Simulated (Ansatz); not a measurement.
Strain and the gap of NaF (rocksalt)

Rocksalt NaF, relaxed with r2SCAN in the plane-wave code Ansatz. It is cubic, Fm-3m (No. 225); conventional cell a = 4.594 Å, 12.12 Å³ an atom. Na is surrounded by 6 F at 2.30 Å; F is surrounded by 6 Na at 2.30 Å.

The axes x, y and z are those of this cell:
```xyz
2
Lattice="0.0000 2.2972 2.2972 2.2972 0.0000 2.2972 2.2972 2.2972 0.0000" Properties=species:S:1:pos:R:3 pbc="T T T"
Na    0.0000    0.0000    0.0000
F     2.2972    2.2972    2.2972
```

Unstrained: The PBE gap is direct at Γ: 6.456 eV. The r2SCAN gap is direct at Γ: 7.282 eV. HSE06 gives a direct gap of 8.635 eV at Γ. Meshes: PBE 10×10×10, r2SCAN 10×10×10, HSE06 6×6×6. Strains are changes of length per length. After each strain the atoms were relaxed again with r2SCAN within the symmetry that the strain leaves, so tilts or polar shifts that break it weren't tested; points keep the names that they have in the unstrained zone. Calculated for a static, non-magnetic cell.

Changes of the least gap in eV (an overlap counts as a negative gap):
```
                      strain  volume change (%)  space group     PBE  r2SCAN   HSE06  energy rise, r2SCAN (meV/atom)
    uniaxial -2.29 % along z               -2.3       I4/mmm  +0.131  +0.132  +0.142                             2.6
    uniaxial -1.33 % along x               -1.3       I4/mmm  +0.076  +0.076  +0.082                             0.8
uniaxial +2.54 % along [111]               +2.5         R-3m  -0.163  -0.171  -0.178                             2.2
```

Uniaxial -2.29 % along z, other directions held. HSE06: the gap goes from 8.635 to 8.777 eV (+0.142 eV). Stress change with r2SCAN, compression positive: xx +0.54, yy +0.54, zz +3.17 GPa.

Uniaxial -1.33 % along x, other directions held. HSE06: the gap goes from 8.635 to 8.717 eV (+0.082 eV). Stress change with r2SCAN, compression positive: xx +1.73, yy +0.31, zz +0.31 GPa.

Uniaxial +2.54 % along [111], other directions held. HSE06: the gap goes from 8.635 to 8.457 eV (-0.178 eV); with r2SCAN the top three valence levels at Γ, degenerate before, become 2+1 from the top over 69 meV. Stress change with r2SCAN, compression positive: xx -1.30, yy -1.30, zz -1.30, xy -0.50, xz -0.50, yz -0.50 GPa.

The meshes of the hybrids are coarse, so their gaps aren't converged to the digits shown.

The splittings at Γ are without spin-orbit coupling, which regroups them where it is of like size or larger.
